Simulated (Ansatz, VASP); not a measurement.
# As in VASP and in Ansatz

```
As
1.0
     2.83887    0.00000    0.00000
     0.00000    2.83887    0.00000
     0.00000    0.00000    2.70368
As
1
Direct
  0.50000 0.50000 0.50000
```

Change from the starting cell: strain +0.0500 x Voigt [1, 1, 0, 0, 0, 0], atoms carried along.

Alike in both runs: task single point; functional PBE; k mesh 18 × 18 × 18; occupations gaussian, width 0.15 eV; no spin polarisation.

|  | VASP | Ansatz |
| --- | --- | --- |
| version | VASP 6.6.1 | Ansatz 0.2.0 |
| potentials or method | VASP PAW PBE potentials, release 64 (As) | scalar-relativistic, plane waves, PAW |
| plane-wave cutoff (eV) | 520 | 420 |
| valence electrons in the cell | 5 | 15 |

Ansatz gave:

```
gap on the k mesh at the Fermi level (eV)       : none
pressure (GPa)                                  : -4.2
largest component of the traceless stress (GPa) : 4.97
```

Question: Estimate VASP's values.

Answer: gap on the k mesh at the Fermi level (eV): none; pressure (GPa): -4.2; largest component of the traceless stress (GPa): 5.01.

A gap of «none» marks a metal or a gap that the smearing closes. The two sets of potentials don't hold the same shells in valence.
